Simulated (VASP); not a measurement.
# SnTe (Fm-3m) in VASP: further runs

The runs below take SnTe through relaxation of cell and atoms, with r2SCAN.

Program: VASP 6.6.1. These are calculated values, not measurements. Logs are shortened: lines on timing, memory, paths and dates and some standing lists are left out, and cuts for length are marked.

## Step 1: The structure

It takes space group Fm-3m (No. 225, cubic). The conventional cell has a = 6.302 Å, b = 6.302 Å, c = 6.302 Å, α = 90.00°, β = 90.00°, γ = 90.00°. Sn (site symmetry m-3m) is surrounded by 6 Te at 3.15 Å. Te (site symmetry m-3m) has 6 Sn at 3.15 Å as nearest neighbours.

## Step 2: Relaxation of cell and atoms, r2SCAN

The input, INCAR:

```
SYSTEM = SnTe
PREC = Accurate ; ENCUT = 600
EDIFF = 1E-6 ; ISMEAR = 0
SIGMA = 0.03 ; LREAL = .False.
LASPH = .True. ; NELM = 80
ALGO = Normal ; ISIF = 3
LWAVE = .False. ; LCHARG = .False.
METAGGA = R2SCAN ; LMIXTAU = .True.
IBRION = 2 ; NSW = 90
EDIFFG = -0.01
```

The input, KPOINTS:

```
regular mesh
0
Gamma
  10 10 10
  0 0 0
```

The input, POSCAR:

```
SnTe
1.0
    0.0000000000      3.1508500000      3.1508500000
    3.1508500000      0.0000000000      3.1508500000
    3.1508500000      3.1508500000      0.0000000000
Sn Te
1 1
Direct
    0.0000000000      0.0000000000      0.0000000000
    0.5000000000      0.5000000000      0.5000000000
```

Potentials or basis: VASP PAW PBE potentials, release 64 (Sn_d, Te).

Run with:

```console
> cat potpaw_PBE.64/Sn_d/POTCAR potpaw_PBE.64/Te/POTCAR > POTCAR
> mpirun -np 1 vasp_std > vasp.out
```

OUTCAR:

```text
SYSTEM = SnTe
   PREC = Accurate
   ENCUT = 600
   EDIFF = 1E-6
   ISMEAR = 0
   LREAL = .False.
   LASPH = .True.
   NELM = 80
   ISIF = 3
   METAGGA = R2SCAN
   IBRION = 2
   NSW = 90
   EDIFFG = -0.01

 ion  position               nearest neighbor table
   1  0.000  0.000  0.000-   2 3.15   2 3.15   2 3.15   2 3.15   2 3.15   2 3.15
   2  0.500  0.500  0.500-   1 3.15   1 3.15   1 3.15   1 3.15   1 3.15   1 3.15

  LATTYP: Found a face centered cubic cell.
 ALAT       =     6.3017000000

  Lattice vectors:

 A1 = (   0.0000000000,   3.1508500000,   3.1508500000)
 A2 = (   3.1508500000,   0.0000000000,   3.1508500000)
 A3 = (   3.1508500000,   3.1508500000,   0.0000000000)

Analysis of symmetry for initial positions (statically):
=====================================================================
 Subroutine PRICEL returns:
 Original cell was already a primitive cell.

 Routine SETGRP: Setting up the symmetry group for a
 face centered cubic supercell.

 Subroutine GETGRP returns: Found 48 space group operations
 (whereof 48 operations were pure point group operations)
 out of a pool of 48 trial point group operations.

The static configuration has the point symmetry O_h .

Analysis of symmetry for dynamics (positions and initial velocities):
=====================================================================
 Subroutine PRICEL returns:
 Original cell was already a primitive cell.

 Routine SETGRP: Setting up the symmetry group for a
 face centered cubic supercell.

 Subroutine GETGRP returns: Found 48 space group operations
 (whereof 48 operations were pure point group operations)
 out of a pool of 48 trial point group operations.

The dynamic configuration has the point symmetry O_h .

 Subroutine INISYM returns: Found 48 space group operations
 (whereof 48 operations are pure point group operations),
 and found     1 'primitive' translations

----------------------------------------------------------------------------------------

                                     Primitive cell

  volume of cell :      62.5624

  direct lattice vectors                    reciprocal lattice vectors
     0.000000000  3.150850000  3.150850000    -0.158687338  0.158687338  0.158687338
     3.150850000  0.000000000  3.150850000     0.158687338 -0.158687338  0.158687338
     3.150850000  3.150850000  0.000000000     0.158687338  0.158687338 -0.158687338

  length of vectors
     4.455974803  4.455974803  4.455974803     0.274854533  0.274854533  0.274854533

  position of ions in fractional coordinates (direct lattice)
     0.000000000  0.000000000  0.000000000
     0.500000000  0.500000000  0.500000000

  ion indices of the primitive-cell ions
   primitive index   ion index
                 1           1
                 2           2

----------------------------------------------------------------------------------------

 KPOINTS: regular mesh

Automatic generation of k-mesh.
 Grid dimensions read from file:
 generate k-points for:   10   10   10

 Generating k-lattice:

  Cartesian coordinates                     Fractional coordinates (reciprocal lattice)
    -0.015868734  0.015868734  0.015868734     0.100000000  0.000000000  0.000000000
     0.015868734 -0.015868734  0.015868734     0.000000000  0.100000000  0.000000000
     0.015868734  0.015868734 -0.015868734     0.000000000  0.000000000  0.100000000

  Length of vectors
     0.027485453  0.027485453  0.027485453

  Shift w.r.t. Gamma in fractional coordinates (k-lattice)
     0.000000000  0.000000000  0.000000000

 Subroutine IBZKPT returns following result:
 ===========================================

 Found     47 irreducible k-points:

 Following reciprocal coordinates:
            Coordinates               Weight
  0.000000  0.000000  0.000000      1.000000
  0.100000  0.000000  0.000000      8.000000
  0.200000  0.000000  0.000000      8.000000
  0.300000  0.000000  0.000000      8.000000
  0.400000  0.000000  0.000000      8.000000
  0.500000  0.000000  0.000000      4.000000
[... 16 lines left out ...]
  0.300000  0.300000  0.000000      6.000000
  0.400000  0.300000  0.000000     24.000000
 [... further k-points ...]
   k-points           NKPTS =     47   k-points in BZ     NKDIM =     47   number of bands    NBANDS=     14
   number of dos      NEDOS =    301   number of ions     NIONS =      2
   total plane-waves  NPLWV =  46656
   dimension x,y,z NGX =    36 NGY =   36 NGZ =   36
   dimension x,y,z NGXF=    72 NGYF=   72 NGZF=   72
   ions per type =               1   1
   NGX,Y,Z   is equivalent  to a cutoff of  13.43, 13.43, 13.43 a.u.
   NGXF,Y,Z  is equivalent  to a cutoff of  26.86, 26.86, 26.86 a.u.
 SYSTEM =  SnTe
   PREC   = accura    normal or accurate (medium, high low for compatibility)
   ISTART =      0    job   : 0-new  1-cont  2-samecut
   ICHARG =      2    charge: 1-file 2-atom 10-const
   ISPIN  =      1    spin polarized calculation?
   LNONCOLLINEAR =      F non collinear calculations
   LSORBIT =      F    spin-orbit coupling
   LASPH  =      T    aspherical Exc in radial PAW
   ENCUT  =  600.0 eV  44.10 Ry    6.64 a.u.   8.90  8.90  8.90*2*pi/ulx,y,z
   NELM   =     80;   NELMIN=  2; NELMDL= -5     # of ELM steps
   EDIFF  = 0.1E-05   stopping-criterion for ELM
   LREAL  =      F    real-space projection
   EDIFFG = -.1E-01   stopping-criterion for IOM
   NSW    =     90    number of steps for IOM
   IBRION =      2    ionic relax: 0-MD 1-quasi-New 2-CG
   NFREE  =      1    steps in history (QN), initial steepest desc. (CG)
   ISIF   =      3    stress and relaxation
   ISYM   =      2    0-nonsym 1-usesym 2-fastsym
   POTIM  = 0.5000    time-step for ionic-motion
   TEBEG  =    0.0;   TEEND  =   0.0 temperature during run
   PSTRESS=    0.0 pullay stress
   NELECT =      20.0000    total number of electrons
   NUPDOWN=      -1.0000    fix difference up-down
   EMIN   =  10.00;   EMAX   =-10.00  energy-range for DOS
   EFERMI =   0.00;   METHOD = LEGACY
   ISMEAR =     0;   SIGMA  =   0.03  broadening in eV -4-tet -1-fermi 0-gaus
   EFERMI_NEDOS =   21; number of points for ismear=-14 and -15
   IALGO  =     38    algorithm
   IMIX   =      4    mixing-type and parameters
     AMIX     =   0.40;   BMIX     =  1.00
     AMIX_MAG =   1.60;   BMIX_MAG =  1.00
  volume/ion in A,a.u.               =      31.28       211.10
  Fermi-wavevector in a.u.,A,eV,Ry     =   1.119387  2.115336 17.048485  1.253028
  Thomas-Fermi vector in A             =   2.256026
   LORBIT       =      0    0 simple, 1 ext, 2 COOP (PROOUT), +10 PAW based schemes
   METAGGA = R2SCAN    functional components
   LHFCALC =     F    Hartree Fock is set to
   AEXX    =    0.0000 exact exchange contribution
   IVDW    =     0    specifies the selected vdW correction
   LEPSILON=     F    determine dielectric tensor
   LRPA    =     F    only Hartree local field effects (RPA)
 conjugate gradient relaxation of ions
 non-spin polarized calculation
 Gauss-broadening in eV      SIGMA  =   0.03
  energy-cutoff  :      600.00
  volume of cell :       62.56
 maximum number of plane-waves:      2108
   NGX = 17   NGY = 17   NGZ = 17

--------------------------------------- Ionic step        1  -------------------------------------------

 number of electron      19.9999998 magnetization

 Free energy of the ion-electron system (eV)
  ---------------------------------------------------
  ext. energy  EPLUGINS =         0.00000000
  ---------------------------------------------------
  free energy    TOTEN  =       -50.67981624 eV

  energy without entropy =      -50.67971295  energy(sigma->0) =      -50.67976459

 E-fermi :   7.1239     XC(G=0): -10.0674

 val. band max:        7.1082999112   @ k =   0.5000   0.0000   0.0000
 cond. band min:       7.1395211030   @ k =   0.5000   0.0000   0.0000
 fundamental gap:      0.0312211918
 Fermi energy:         7.1239105069

 k-point     1 :       0.0000    0.0000    0.0000
  band No.  band energies     occupation
      1     -15.7390      2.00000
      2     -15.7390      2.00000
      3     -15.7281      2.00000
      4     -15.7281      2.00000
      5     -15.7281      2.00000
      6      -6.4817      2.00000
      7       2.2861      2.00000
      8       4.5294      2.00000
      9       4.5294      2.00000
     10       4.5294      2.00000
     11      10.4587      0.00000
     12      10.4588      0.00000
     13      10.4588      0.00000
     14      11.9835      0.00000

 k-point     2 :       0.1000    0.0000    0.0000
  band No.  band energies     occupation
      1     -15.7395      2.00000
      2     -15.7395      2.00000
      3     -15.7279      2.00000
      4     -15.7275      2.00000
      5     -15.7275      2.00000
      6      -6.3922      2.00000
      7       1.6939      2.00000
      8       4.5469      2.00000
      9       4.5469      2.00000
     10       4.9852      2.00000
     11       9.9523      0.00000
     12       9.9523      0.00000
     13      10.0222      0.00000
     14      11.9344      0.00000
[... 423 lines left out ...]
 VOLUME and BASIS-vectors are now :
 -----------------------------------------------------------------------------
  energy-cutoff  :      600.00
  volume of cell :       65.39
      direct lattice vectors                 reciprocal lattice vectors
    -0.000000000  3.197621735  3.197621735    -0.156366213  0.156366213  0.156366213
     3.197621735  0.000000000  3.197621735     0.156366213 -0.156366213  0.156366213
     3.197621735  3.197621735  0.000000000     0.156366213  0.156366213 -0.156366213

 POSITION                                       TOTAL-FORCE (eV/Angst)
 -----------------------------------------------------------------------------------
      0.00000      0.00000      0.00000         0.000000      0.000000      0.000000
      3.19762      3.19762      3.19762        -0.000000     -0.000000     -0.000000
 -----------------------------------------------------------------------------------
    total drift:                               -0.000000      0.000000      0.000000

  FREE ENERGIE OF THE ION-ELECTRON SYSTEM (eV)
  ---------------------------------------------------
  free  energy   TOTEN  =       -50.6887851254 eV

  energy  without entropy=      -50.6887850683  energy(sigma->0) =      -50.68878510

--------------------------------------- Ionic step        3  -------------------------------------------

 number of electron      20.0000002 magnetization

 Free energy of the ion-electron system (eV)
  ---------------------------------------------------
  ext. energy  EPLUGINS =         0.00000000
  ---------------------------------------------------
  free energy    TOTEN  =       -50.68988254 eV

  energy without entropy =      -50.68988162  energy(sigma->0) =      -50.68988208

 E-fermi :   6.6743     XC(G=0):  -9.9083

 val. band max:        6.6072549186   @ k =   0.5000   0.0000   0.0000
 cond. band min:       6.7413366612   @ k =   0.5000   0.0000   0.0000
 fundamental gap:      0.1340817427
 Fermi energy:         6.6742957894

 k-point     1 :       0.0000    0.0000    0.0000
  band No.  band energies     occupation
      1     -16.1421      2.00000
      2     -16.1421      2.00000
      3     -16.1334      2.00000
      4     -16.1334      2.00000
      5     -16.1334      2.00000
      6      -6.6417      2.00000
      7       1.7301      2.00000
      8       4.2120      2.00000
      9       4.2120      2.00000
     10       4.2120      2.00000
     11       9.9704      0.00000
     12       9.9704      0.00000
     13       9.9704      0.00000
     14      11.6346      0.00000

 k-point     2 :       0.1000    0.0000    0.0000
  band No.  band energies     occupation
      1     -16.1425      2.00000
      2     -16.1425      2.00000
      3     -16.1333      2.00000
      4     -16.1329      2.00000
      5     -16.1329      2.00000
      6      -6.5566      2.00000
      7       1.2148      2.00000
      8       4.2294      2.00000
      9       4.2294      2.00000
     10       4.6010      2.00000
     11       9.4933      0.00000
     12       9.4934      0.00000
     13       9.5497      0.00000
     14      11.5815      0.00000
[... 387 lines left out ...]
 VOLUME and BASIS-vectors are now :
 -----------------------------------------------------------------------------
  energy-cutoff  :      600.00
  volume of cell :       64.67
      direct lattice vectors                 reciprocal lattice vectors
    -0.000000000  3.185761520  3.185761520    -0.156948346  0.156948346  0.156948346
     3.185761520  0.000000000  3.185761520     0.156948346 -0.156948346  0.156948346
     3.185761520  3.185761520  0.000000000     0.156948346  0.156948346 -0.156948346

 POSITION                                       TOTAL-FORCE (eV/Angst)
 -----------------------------------------------------------------------------------
      0.00000      0.00000      0.00000         0.000000      0.000000      0.000000
      3.18576      3.18576      3.18576         0.000000      0.000000     -0.000000
 -----------------------------------------------------------------------------------
    total drift:                               -0.000000      0.000000      0.000000

  FREE ENERGIE OF THE ION-ELECTRON SYSTEM (eV)
  ---------------------------------------------------
  free  energy   TOTEN  =       -50.6898825417 eV

  energy  without entropy=      -50.6898816237  energy(sigma->0) =      -50.68988208

 reached required accuracy - stopping structural energy minimisation
```

It took 5.9 min on 1 thread of AMD EPYC 9R45 (Zen 5), shared host; peak memory 0.23 GiB.

Results:

- Free energy: -50.6899 eV
- Relaxed volume: 32.33 Å³/atom
- Relaxed cell: a = 4.505 Å, b = 4.505 Å, c = 4.505 Å, α = 60.00°, β = 60.00°, γ = 60.00°
- Space group after relaxing (to 0.05 Å): Fm-3m (No. 225)
- Energy gained by relaxing: 5.0 meV/atom
- Ionic steps: 3
- Pressure after relaxing: 0.0 GPa
- Band gap on the k mesh: 0.13 eV, direct

Step by step:
```csv
step,energy change (eV),largest force (eV/Å),pressure (GPa),volume (Å³)
1,0.0000,0.0000,1.58,62.56
2,-0.0090,0.0000,-0.48,65.39
3,-0.0101,0.0000,0.00,64.67
```

Final structure:
```
Sn Te
1.0
     0.00000    3.18576    3.18576
     3.18576    0.00000    3.18576
     3.18576    3.18576    0.00000
Sn Te
1 1
Direct
  0.00000 0.00000 0.00000
  0.50000 0.50000 0.50000
```

Caveat: the PAW data sets were made with another functional, which shifts forces and pressure a little; spin-orbit coupling is left out, which moves the levels of the heavy elements.

## Step 3: Relaxation of cell and atoms, r2SCAN

This run uses another cell than the first one, of 32.33 Å³/atom, 1.034 times its volume.

Changes to INCAR since step 2:

```diff
@@ -2,3 +2,3 @@
 PREC = Accurate ; ENCUT = 600
-EDIFF = 1E-6 ; ISMEAR = 0
+EDIFF = 1E-7 ; ISMEAR = 0
 SIGMA = 0.03 ; LREAL = .False.
@@ -9,2 +9,2 @@
 IBRION = 2 ; NSW = 90
-EDIFFG = -0.01
+EDIFFG = -0.005
```

KPOINTS is that of step 2.

The input, POSCAR:

```
SnTe                                    
1.0
   -0.0000000000      3.1857615200      3.1857615200
    3.1857615200      0.0000000000      3.1857615200
    3.1857615200      3.1857615200      0.0000000000
  Sn              Te            
     1     1
Direct
     0.0000000000000000    0.0000000000000000    0.0000000000000000
     0.5000000000000000    0.5000000000000000    0.5000000000000000
```

Potentials or basis: VASP PAW PBE potentials, release 64 (Sn_d, Te).

Run with:

```console
> cat potpaw_PBE.64/Sn_d/POTCAR potpaw_PBE.64/Te/POTCAR > POTCAR
> mpirun -np 1 vasp_std > vasp.out
```

Run time: 2.8 min. Hardware: 1 thread of AMD EPYC 9R45 (Zen 5), shared host; peak memory 0.22 GiB.

Results (log left out):

```
Free energy             : -50.6902 eV
Pressure after relaxing : 0.0 GPa
Band gap on the k mesh  : 0.13 eV, direct
```

Final structure:
```cif
data_structure
_symmetry_space_group_name_H-M 'P 1'
_symmetry_Int_Tables_number 1
_cell_length_a 4.5053
_cell_length_b 4.5053
_cell_length_c 4.5053
_cell_angle_alpha 60.000
_cell_angle_beta 60.000
_cell_angle_gamma 60.000
_cell_volume 64.67
loop_
_atom_site_label
_atom_site_type_symbol
_atom_site_fract_x
_atom_site_fract_y
_atom_site_fract_z
_atom_site_occupancy
Sn1 Sn 0.00000 0.00000 0.00000 1
Te1 Te 0.50000 0.50000 0.50000 1
```

Levels at points of the mesh, in eV from the valence-band top:
| k point | band 7 | band 8 | band 9 | band 10 | band 11 | band 12 | band 13 | band 14 |
| --- | --- | --- | --- | --- | --- | --- | --- | --- |
| (0.00, 0.00, 0.00) | -4.88 | -2.40 | -2.40 | -2.40 | 3.36 | 3.36 | 3.36 | 5.03 |
| (0.50, 0.00, 0.00) | -8.62 | -2.03 | -2.03 | 0.00 | 0.13 | 0.33 | 0.33 | 8.13 |
| (0.50, 0.50, 0.00) | -6.74 | -5.74 | -3.96 | -3.96 | 2.45 | 4.95 | 4.95 | 6.46 |

Caveat: the relaxation stopped at its first step, so nothing moved; the PAW data sets were made with another functional, which shifts forces and pressure a little; spin-orbit coupling is left out, which moves the levels of the heavy elements. A k mesh can miss the band edges.
